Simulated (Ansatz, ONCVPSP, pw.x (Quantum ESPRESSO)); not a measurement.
# pw.x on bcc Hf: one setting changed

Potential: optimised norm-conserving Vanderbilt (ONCV), ONCVPSP 4.0.1.1 (patched build), PBE; core [Kr] 4d10 4f14, reference 5s2 5p6 5d2 6s2; waves: 5s+6s: rc 1.75 bohr, ncon 4, nbas 9, qcut 9.1 1/bohr, 3 projectors, debl 2.2 Ha; 5p: rc 2.15 bohr, ncon 5, nbas 9, qcut 9.6 1/bohr, 1 projector; 5d: rc 3.00 bohr, ncon 3, nbas 8, qcut 4.2 1/bohr, 2 projectors, debl 2.8 Ha; local part: polynomial inside 1.30 bohr (lpopt 5, dvloc0 2 Ha); core correction: polynomial model core, fcfact 0.65.

The reference run (k-mesh 13³, cutoffs 70/280 Ry, Fermi–Dirac 0.01 Ry, mixing_beta 0.4, conv_thr 1e-9, no spin) gives -0.57 GPa at 22.374 Å³/atom, where all-electron LAPW gives 0.21 GPa. This run, with its own iteration cap, changes mixing_ndim to 2.

```
&control
  calculation='scf', prefix='x', pseudo_dir='./', outdir='./tmp', tstress=.true., disk_io='none'
/
&system
  ibrav=0, nat=1, ntyp=1, ecutwfc=70, ecutrho=280, nbnd=14,
  occupations='smearing', smearing='fd', degauss=0.01
/
&electrons
  conv_thr=1e-09, mixing_beta=0.4, electron_maxstep=70, mixing_ndim=2
/
ATOMIC_SPECIES
Hf 1.0 Hf.UPF
CELL_PARAMETERS angstrom
  -1.77512067 1.77512067 1.77512067
  1.77512067 -1.77512067 1.77512067
  1.77512067 1.77512067 -1.77512067
ATOMIC_POSITIONS crystal
Hf 0.0000 0.0000 0.0000
K_POINTS automatic
13 13 13 0 0 0
```

```bash
pw.x < Hf.scf.in > Hf.scf.out
```

Task: How does the run end?

Result: It converges in 7 iterations; the free energy moves by +0.0 meV/atom and the pressure by -0.01 GPa. The result is that of the reference run.

```
Message from routine setup:
     using ibrav=0 with symmetry is DISCOURAGED, use correct ibrav instead
     lattice parameter (alat)  =       5.8102  a.u.
     unit-cell volume          =     150.9872 (a.u.)^3
     number of electrons       =        12.00
     number of Kohn-Sham states=           14
     kinetic-energy cutoff     =      70.0000  Ry
     charge density cutoff     =     280.0000  Ry
     scf convergence threshold =      1.0E-09
     Exchange-correlation= PBE
     number of k points=    84  Fermi-Dirac smearing, width (Ry)=  0.0100
     iteration #  1     ecut=    70.00 Ry     beta= 0.40
     total energy              =    -131.14975522 Ry
     estimated scf accuracy    <       0.01433877 Ry
     iteration #  2     ecut=    70.00 Ry     beta= 0.40
     total energy              =    -131.14928698 Ry
     estimated scf accuracy    <       0.00300496 Ry
     iteration #  3     ecut=    70.00 Ry     beta= 0.40
     total energy              =    -131.14963970 Ry
     estimated scf accuracy    <       0.00008948 Ry
     iteration #  4     ecut=    70.00 Ry     beta= 0.40
     total energy              =    -131.14964655 Ry
     estimated scf accuracy    <       0.00000167 Ry
     iteration #  5     ecut=    70.00 Ry     beta= 0.40
     total energy              =    -131.14964696 Ry
     estimated scf accuracy    <       0.00000010 Ry
     iteration #  6     ecut=    70.00 Ry     beta= 0.40
     total energy              =    -131.14964698 Ry
     estimated scf accuracy    <       0.00000003 Ry
     iteration #  7     ecut=    70.00 Ry     beta= 0.40
     the Fermi energy is    14.4148 ev
!    total energy              =    -131.14964698 Ry
     estimated scf accuracy    <          2.7E-10 Ry
     smearing contrib. (-TS)   =      -0.00894121 Ry
     The total energy is F=E-TS. E is the sum of the following terms:
     one-electron contribution =     -18.36346787 Ry
     hartree contribution      =      13.54550324 Ry
     xc contribution           =     -48.21111773 Ry
     ewald contribution        =     -78.11162341 Ry
     convergence has been achieved in   7 iterations
          total   stress  (Ry/bohr**3)                   (kbar)     P=       -5.84
     Message from routine punch:
     Nothing written, as per user request (disk_io='none')
```

The run took about 22 s on one core of a shared host (Neoverse-N1, 64 threads, 124 GiB, load 59).
